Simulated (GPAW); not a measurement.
A run of GPAW 26.7.0:

Contents of run.py:

```python
from ase.filters import FrechetCellFilter
from ase.io import read, write
from ase.optimize import BFGS
from ase.units import GPa
from gpaw import GPAW, PW

atoms = read('PtSe2.xyz')

calc = GPAW(mode=PW(600),
            xc='PBE',
            kpts={'size': (6, 6, 4), 'gamma': True},
            occupations={'name': 'fermi-dirac', 'width': 0.05},
            nbands=26,
            convergence={'density': 1e-05, 'forces': 0.0001},
            maxiter=150,
            txt='gpaw.txt')
atoms.calc = calc
opt = BFGS(FrechetCellFilter(atoms, scalar_pressure=20 * GPa), trajectory='relax.traj', logfile='-')
done = opt.run(fmax=0.02, steps=60)
calc.write('gs.gpw')
write('result.traj', atoms)
print('Converged:', done)
print('Cell:', atoms.cell.cellpar().round(4))
print('Volume:', round(atoms.get_volume(), 4))
print(atoms.get_scaled_positions().round(5))
```

File PtSe2.xyz:

```xyz
3
Lattice="3.7240000000 0.0000000000 0.0000000000 -1.8620000000 3.2250786037 0.0000000000 0.0000000000 0.0000000000 5.0620000000" Properties=species:S:1:pos:R:3 pbc="T T T"
Pt     0.0000000000      0.0000000000      0.0000000000
Se     1.8620000002      1.0750262011      3.7965000000
Se    -0.0000000002      2.1500524026      1.2655000000
```

Potentials or basis: GPAW PAW data sets (gpaw-data 1.2.1), pw.

Run with:

```bash
$ OMP_NUM_THREADS=1 python run.py
```

Hardware: 1 thread of AMD EPYC 9R45 96-Core Processor (Zen 5) (shared host).

Problem. How long does it take, and how much memory?

Solution. Wall time 110 s on 1 thread of AMD EPYC 9R45 96-Core Processor (Zen 5), with other jobs on the host, peak memory 0.33 GiB. Counts: scf iterations 124, plane waves 2051, bands 26, k points 24, ion steps 11.
